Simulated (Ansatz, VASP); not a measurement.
## Pt in VASP and in Ansatz

```xyz
5
Lattice="2.7747 0.0000 0.0000 1.3873 2.4029 0.0000 0.0000 0.0000 24.0621" Properties=species:S:1:pos:R:3 pbc="T T T"
Pt    0.0000    0.0000    7.3700
Pt    1.3873    0.8010    9.7185
Pt    2.7747    1.6020   12.0310
Pt    0.0000    0.0000   14.3435
Pt    1.3873    0.8010   16.6921
```

Alike in both runs: functional PBE; k mesh 16 × 16 × 1; occupations gaussian, width 0.1 eV; no spin polarisation.

Ansatz relaxed the structure, and its values are those at the end. VASP's run is a single point on that final structure, the one shown.

|  | VASP | Ansatz |
| --- | --- | --- |
| version | VASP 6.6.1 | Ansatz 0.2.0 |
| potentials or method | VASP PAW PBE potentials, release 64 (Pt) | scalar-relativistic, plane waves, PAW |
| plane-wave cutoff (eV) | 520 | 420 |
| valence electrons in the cell | 50 | 90 |

Ansatz gave:

* gap on the k mesh at the Fermi level (eV): none
* rms of the force components (eV/Å): 0.000

Estimate VASP's values.

gap on the k mesh at the Fermi level (eV): none; rms of the force components (eV/Å): 0.009.

A gap of «none» marks a metal or a gap that the smearing closes. The two sets of potentials don't hold the same shells in valence. Ansatz warned: «gradients_without_spin_orbit».

Spin-orbit coupling is left out, which matters for the levels of Pt.
